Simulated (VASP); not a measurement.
# CClH3 in VASP: a series of runs

The runs below take CClH3 through single point, with RPBE, RPBE+D3(BJ), r2SCAN+rVV10.

Program: VASP 6.6.1. These are calculated values, not measurements. Logs are shortened: lines on timing, memory, paths and dates and some standing lists are left out, and cuts for length are marked.

### 1 Starting point

The cell holds a molecule in a box, 5 atoms: a = 12.767 Å, b = 13.267 Å, c = 13.767 Å, α = 90.00°, β = 90.00°, γ = 90.00°.

### 2 Single point, RPBE

File INCAR:

```
  ALGO = Normal
  EDIFF = 1E-7
  ENCUT = 400
  GGA = RP
  ISIF = 2
  ISMEAR = 0
  ISYM = 0
  LASPH = True
  LCHARG = False
  LREAL = False
  LWAVE = False
  NELM = 80
  PREC = Accurate
  SIGMA = 0.01
```

File KPOINTS:

```
k-points
0
Gamma
  1 1 1
```

File POSCAR:

```
H3CCl                                   
1.0
   12.7670747303      0.0000000000      0.0000000000
    0.0000000000     13.2670747303      0.0000000000
    0.0000000000      0.0000000000     13.7670747303
  C               Cl              H             
     1     1     3
Selective dynamics
Direct
     0.4970414396999985    0.5134837255000022    0.4949221529999974   F   F   F
     0.5319418036034980    0.3988986284476570    0.5548157863806302   T   T   T
     0.5552196080397707    0.5709768752299091    0.5135217836853202   T   T   T
     0.4191446446210799    0.5362274200617567    0.5199720914012705   T   T   T
     0.4964919117310311    0.4997961284029513    0.4164873052750786   T   T   T
```

Potentials or basis: VASP PAW PBE potentials, release 64 (C, Cl, H).

On the command line:

```bash
$ cat potpaw_PBE.64/C/POTCAR potpaw_PBE.64/Cl/POTCAR potpaw_PBE.64/H/POTCAR > POTCAR
$ mpirun -np 1 vasp_gam > vasp.out
```

OUTCAR:

```text
EDIFF = 1E-7
   ENCUT = 400
   GGA = RP
   ISIF = 2
   ISMEAR = 0
   ISYM = 0
   LASPH = True
   LREAL = False
   NELM = 80
   PREC = Accurate

 ion  position               nearest neighbor table
   1  0.497  0.513  0.495-   5 1.10   4 1.10   3 1.10   2 1.79
   2  0.532  0.399  0.555-   1 1.79
   3  0.555  0.571  0.514-   1 1.10
   4  0.419  0.536  0.520-   1 1.10
   5  0.496  0.500  0.416-   1 1.10

IMPORTANT INFORMATION: All symmetrisations will be switched off!
NOSYMM: (Re-)initialisation of all symmetry stuff for point group C_1.

----------------------------------------------------------------------------------------

                                     Primitive cell

  volume of cell :    2331.8910

  direct lattice vectors                    reciprocal lattice vectors
    12.767074730  0.000000000  0.000000000     0.078326478  0.000000000  0.000000000
     0.000000000 13.267074730  0.000000000     0.000000000  0.075374566  0.000000000
     0.000000000  0.000000000 13.767074730     0.000000000  0.000000000  0.072637072

  length of vectors
    12.767074730 13.267074730 13.767074730     0.078326478  0.075374566  0.072637072

  position of ions in fractional coordinates (direct lattice)
     0.497041440  0.513483726  0.494922153
     0.531941804  0.398898628  0.554815786
     0.555219608  0.570976875  0.513521784
     0.419144645  0.536227420  0.519972091
     0.496491912  0.499796128  0.416487305

  ion indices of the primitive-cell ions
   primitive index   ion index
                 1           1
                 2           2
                 3           3
                 4           4
                 5           5

----------------------------------------------------------------------------------------

 KPOINTS: k-points

Automatic generation of k-mesh.
 Grid dimensions read from file:
 generate k-points for:    1    1    1

 Generating k-lattice:

  Cartesian coordinates                     Fractional coordinates (reciprocal lattice)
     0.078326478  0.000000000  0.000000000     1.000000000  0.000000000  0.000000000
     0.000000000  0.075374566  0.000000000     0.000000000  1.000000000  0.000000000
     0.000000000  0.000000000  0.072637072     0.000000000  0.000000000  1.000000000

  Length of vectors
     0.078326478  0.075374566  0.072637072

  Shift w.r.t. Gamma in fractional coordinates (k-lattice)
     0.000000000  0.000000000  0.000000000

 Subroutine IBZKPT returns following result:
 ===========================================

 Found      1 irreducible k-points:

 Following reciprocal coordinates:
            Coordinates               Weight
  0.000000  0.000000  0.000000      1.000000
   k-points           NKPTS =      1   k-points in BZ     NKDIM =      1   number of bands    NBANDS=     11
   number of dos      NEDOS =    301   number of ions     NIONS =      5
   total plane-waves  NPLWV = 680400
   dimension x,y,z NGX =    84 NGY =   90 NGZ =   90
   dimension x,y,z NGXF=   168 NGYF=  180 NGZF=  180
   ions per type =               1   1   3
   NGX,Y,Z   is equivalent  to a cutoff of  10.94, 11.28, 10.87 a.u.
   NGXF,Y,Z  is equivalent  to a cutoff of  21.88, 22.56, 21.74 a.u.
 SYSTEM =  unknown system
   PREC   = accura    normal or accurate (medium, high low for compatibility)
   ISTART =      0    job   : 0-new  1-cont  2-samecut
   ICHARG =      2    charge: 1-file 2-atom 10-const
   ISPIN  =      1    spin polarized calculation?
   LNONCOLLINEAR =      F non collinear calculations
   LSORBIT =      F    spin-orbit coupling
   LASPH  =      T    aspherical Exc in radial PAW
   ENCUT  =  400.0 eV  29.40 Ry    5.42 a.u.  20.82 21.64 22.45*2*pi/ulx,y,z
   NELM   =     80;   NELMIN=  2; NELMDL= -5     # of ELM steps
   EDIFF  = 0.1E-06   stopping-criterion for ELM
   LREAL  =      F    real-space projection
   EDIFFG = 0.1E-05   stopping-criterion for IOM
   NSW    =      0    number of steps for IOM
   IBRION =     -1    ionic relax: 0-MD 1-quasi-New 2-CG
   NFREE  =      0    steps in history (QN), initial steepest desc. (CG)
   ISIF   =      2    stress and relaxation
   ISYM   =      0    0-nonsym 1-usesym 2-fastsym
   POTIM  = 0.5000    time-step for ionic-motion
   TEBEG  =    0.0;   TEEND  =   0.0 temperature during run
   PSTRESS=    0.0 pullay stress
   NELECT =      14.0000    total number of electrons
   NUPDOWN=      -1.0000    fix difference up-down
   EMIN   =  10.00;   EMAX   =-10.00  energy-range for DOS
   EFERMI =   0.00;   METHOD = LEGACY
   ISMEAR =     0;   SIGMA  =   0.01  broadening in eV -4-tet -1-fermi 0-gaus
   EFERMI_NEDOS =   21; number of points for ismear=-14 and -15
   IALGO  =     38    algorithm
   IMIX   =      4    mixing-type and parameters
     AMIX     =   0.40;   BMIX     =  1.00
     AMIX_MAG =   1.60;   BMIX_MAG =  1.00
  volume/ion in A,a.u.               =     466.38      3147.28
  Fermi-wavevector in a.u.,A,eV,Ry     =   0.297542  0.562273  1.204540  0.088531
  Thomas-Fermi vector in A             =   1.163129
   LORBIT       =      0    0 simple, 1 ext, 2 COOP (PROOUT), +10 PAW based schemes
   GGA     = RP    functional components
   LHFCALC =     F    Hartree Fock is set to
   AEXX    =    0.0000 exact exchange contribution
   IVDW    =     0    specifies the selected vdW correction
   LEPSILON=     F    determine dielectric tensor
   LRPA    =     F    only Hartree local field effects (RPA)
 non-spin polarized calculation
 Gauss-broadening in eV      SIGMA  =   0.01
  energy-cutoff  :      400.00
  volume of cell :     2331.89
 maximum number of plane-waves:     21158
 NGX is ok and might be reduce to    84
   NGX = 41   NGY = 43   NGZ = 45

 number of electron      14.0000002 magnetization

 Free energy of the ion-electron system (eV)
  ---------------------------------------------------
  ext. energy  EPLUGINS =         0.00000000
  ---------------------------------------------------
  free energy    TOTEN  =       -22.21368889 eV

  energy without entropy =      -22.21368889  energy(sigma->0) =      -22.21368889

 E-fermi :  -6.8504     XC(G=0):  -0.4554

 val. band max:       -6.9268787890   @ k =   0.0000   0.0000   0.0000
 cond. band min:      -0.7583484443   @ k =   0.0000   0.0000   0.0000
 fundamental gap:      6.1685303447
 Fermi energy:        -6.8504449059

 k-point     1 :       0.0000    0.0000    0.0000
  band No.  band energies     occupation
      1     -21.1586      2.00000
      2     -16.6269      2.00000
      3     -10.8181      2.00000
      4     -10.8180      2.00000
      5     -10.1096      2.00000
      6      -6.9270      2.00000
      7      -6.9269      2.00000
      8      -0.7583      0.00000
      9      -0.3474      0.00000
     10       0.4228      0.00000
     11       0.4468      0.00000

------------------------ aborting loop because EDIFF is reached ----------------------------------------

  FORCE on cell =-STRESS in cart. coord.  units (eV):
  Direction    XX          YY          ZZ          XY          YZ          ZX
  --------------------------------------------------------------------------------------
  -------------------------------------------------------------------------------------
  Total       -0.2613806     -0.0449753     -0.2094916     -0.0719629     -0.1322192      0.0388104
  in kB       -0.1795873     -0.0309013     -0.1439358     -0.0494437     -0.0908441      0.0266656
  external PRESSURE =      -0.1181415 kB  Pullay stress =       0.0000000 kB

 VOLUME and BASIS-vectors are now :
 -----------------------------------------------------------------------------
  energy-cutoff  :      400.00
  volume of cell :     2331.89
      direct lattice vectors                 reciprocal lattice vectors
    12.767074730  0.000000000  0.000000000     0.078326478  0.000000000  0.000000000
     0.000000000 13.267074730  0.000000000     0.000000000  0.075374566  0.000000000
     0.000000000  0.000000000 13.767074730     0.000000000  0.000000000  0.072637072

 POSITION                                       TOTAL-FORCE (eV/Angst)
 -----------------------------------------------------------------------------------
      6.34577      6.81243      6.81363        -0.017784      0.059693     -0.032505
      6.79134      5.29222      7.63819         0.047716     -0.161309      0.087677
      7.08853      7.57519      7.06969         0.014214      0.047797     -0.006173
      5.35125      7.11417      7.15849        -0.036684      0.033954     -0.003679
      6.33875      6.63083      5.73381        -0.007463      0.019865     -0.045319
 -----------------------------------------------------------------------------------
    total drift:                                0.000497      0.000459     -0.000213

  FREE ENERGIE OF THE ION-ELECTRON SYSTEM (eV)
  ---------------------------------------------------
  free  energy   TOTEN  =       -22.2136888928 eV

  energy  without entropy=      -22.2136888928  energy(sigma->0) =      -22.21368889
```

It took 94 s on 1 thread of AMD EPYC 7R13 (Zen 3), shared host; peak memory 1.1 GiB.

What came out:

- Free energy: -22.2137 eV
- Largest force: 0.190 eV/Å
- Gap between the frontier levels: 6.17 eV

Forces on the atoms (eV/Å):
```
C   -0.018  0.060 -0.033
Cl   0.048 -0.161  0.088
H    0.014  0.048 -0.006
H   -0.037  0.034 -0.004
H   -0.007  0.020 -0.045
```

Caveat: the cutoff is under 1.25 times the usual one of these potentials, so pressure, stress and relaxed cells hold a basis-set (Pulay) error; the PAW data sets were made with another functional, which shifts forces and pressure a little. RPBE gaps usually lie below the measured ones, often by a third to a half.

[end of part 1 of 2]
